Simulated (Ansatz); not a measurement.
# SiC under changes of volume

One of the cells (10.313 Å³/atom); the others are scaled copies at fixed shape and fractional positions:

```
Si C
1.0
     3.07569    0.00000    0.00000
    -1.53785    2.66363    0.00000
     0.00000    0.00000   10.07065
Si C
4 4
Direct
  0.00000 0.00000 0.18789
  0.00000 0.00000 0.68789
  0.33333 0.66667 0.43784
  0.66667 0.33333 0.93784
  0.00000 0.00000 0.00046
  0.00000 0.00000 0.50046
  0.33333 0.66667 0.24980
  0.66667 0.33333 0.74980
```

The cell is a database's computed one.

```yaml
Program: Ansatz 0.2.0
Functional: PBE
Potentials_or_basis: PseudoDojo standard (PBE files)
Cutoff: 1116 eV
Density_cutoff: 4463 eV
k_mesh: 10 × 10 × 3
Occupations: fermi-dirac, width 0.05 eV
Spin: no spin polarisation
```

```csv
volume (Å³/atom),energy over the lowest point (meV/atom),pressure (GPa),gap on the mesh (eV),largest force (eV/Å)
9.694,?,?,?,?
9.900,24.95,14.0,2.24,0.020
10.107,10.38,8.7,2.24,0.013
10.313,2.26,4.0,2.23,0.008
10.519,0.00,-0.4,2.23,0.004
10.726,3.07,-4.3,2.22,0.006
10.932,10.96,-7.9,2.22,0.012
```

Q: What does the run at 9.694 Å³/atom give?

A: Energy over the lowest point 46.64 meV/atom; pressure 19.8 GPa; gap on the mesh 2.24 eV; largest force 0.028 eV/Å.

Worked out: A Birch-Murnaghan fit of order 3 (a polynomial in V^(-2/3)) to the other rows has its minimum at 10.50 Å³/atom with B0 = V·E''(V) = 212 GPa and B' = 3.7 at fixed shape and positions, which overstates the stiffness. It gives 46.52 meV/atom at 9.694 Å³/atom, against the run's 46.64, and -dE/dV = 19.7 GPa, against 19.8. A straight line through the other rows of the gap, of slope -0.231 eV per unit of ln V, extrapolates to 2.25 eV, against the run's 2.24.

Energies are extrapolated to zero smearing.

Caveats: odd divisions of the mesh miss points on the zone boundary, where band edges often lie, so the gap on the mesh can be too wide.

A mesh can miss the band edges.
